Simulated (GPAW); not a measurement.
TiB2:

```
Ti B
1.0
     3.02920    0.00000    0.00000
    -1.51460    2.62336    0.00000
     0.00000    0.00000    3.22840
Ti B
1 2
Direct
  0.00000 0.00000 0.00000
  0.66667 0.33333 0.50000
  0.33333 0.66667 0.50000
```

```yaml
Program: GPAW 26.7.0
Task: relaxation of cell and atoms
Functional: PBEsol
Potentials_or_basis: PAW data sets generated in the run's folder for this functional
Cutoff: 800 eV
Basis: pw
k_mesh: 7 × 7 × 6
Occupations: fermi-dirac, width 0.05 eV
Spin: no spin polarisation
```

At the start: pressure -4.6 GPa; volume 8.55 Å³/atom.

How do energy, volume and symmetry change on relaxing?

Over 5 steps the energy falls by 2.6 meV/atom and the volume is 8.39 Å³/atom (-1.9 %); space group P6/mmm (No. 191, to 0.05 Å).

The path:
```csv
step,energy change (eV),largest force (eV/Å),pressure (GPa),volume (Å³)
1,0.0000,0.0000,-4.65,25.66
2,-0.0024,0.0000,-3.79,25.56
3,-0.0070,0.0000,0.44,25.14
4,-0.0071,0.0000,0.36,25.14
5,-0.0077,0.0000,0.00,25.16
```

Final structure:
```
Ti B
1.0
     3.02016    0.00000    0.00000
    -1.51008    2.61554    0.00000
     0.00000    0.00000    3.18539
Ti B
1 2
Direct
  0.00000 0.00000 0.00000
  0.66667 0.33333 0.50000
  0.33333 0.66667 0.50000
```

Caveat: later steps reuse the first step's grids.
